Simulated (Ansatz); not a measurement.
EuS: frozen-core PAW against all-electron methods

```
Eu S
1.0
     0.00000    2.92422    2.92422
     2.92422    0.00000    2.92422
     2.92422    2.92422    0.00000
Eu S
1 1
Direct
  0.00000 0.00000 0.00000
  0.50000 0.50000 0.50000
```

Atom numbers follow the list: Eu1, S2.

The structure comes from a relaxation in the same program, started in the rocksalt type, and has space group Fm-3m. Whether it is a known phase or the ground state wasn't checked.

Semilocal functionals without a Hubbard term describe localised f shells poorly; where the shell is localised, the real material differs.

The magnetic state is the one reached from the start moments; no search over orders was made, so it needn't be the ground state.

Spin–orbit coupling is left out, though it moves levels of the heavy atoms by tenths of an eV or more.

Methods: DFT, PBE, PAW with Ansatz's default frozen-core files, scalar-relativistic (Ansatz 0.2.0); DFT, PBE, all-electron PAW with datasets made for the crystal, scalar-relativistic (Ansatz 0.2.0); DFT, PBE, all-electron LAPW, scalar-relativistic (Ansatz 0.2.0).

For PAW: a Γ-centred 10×10×10 k mesh, Fermi–Dirac smearing of 0.08 eV, cutoff 420 eV, spin-polarised from start moments Eu1 7 μB. The crystal-made all-electron datasets (AE datasets) take a cutoff of 280 eV at this cell. LAPW targets a basis error of 0.25 meV/atom. The Ansatz runs share mesh, smearing and spin set-up. Plane-wave (PAW) pressures include the program's estimate of the Pulay term.

Stress and pressure are positive in compression.

Levels count from the Fermi level.

```
                              quantity     PAW  AE datasets    LAPW
                        pressure (GPa)    0.00         0.11    0.11
               moment of the cell (μB)   6.949        6.950   6.950
highest filled spin-up level at X (eV)  -0.166       -0.168  -0.167
  lowest empty spin-up level at X (eV)   3.127        3.145   3.145
highest filled spin-up level at K (eV)  -0.307       -0.308  -0.308
  lowest empty spin-up level at K (eV)   0.756        0.761   0.761
highest filled spin-up level at Γ (eV)  -0.362       -0.363  -0.363
  lowest empty spin-up level at Γ (eV)   0.010        0.007   0.007
```

PAW's pressure differs from the LAPW value by -0.12 GPa.
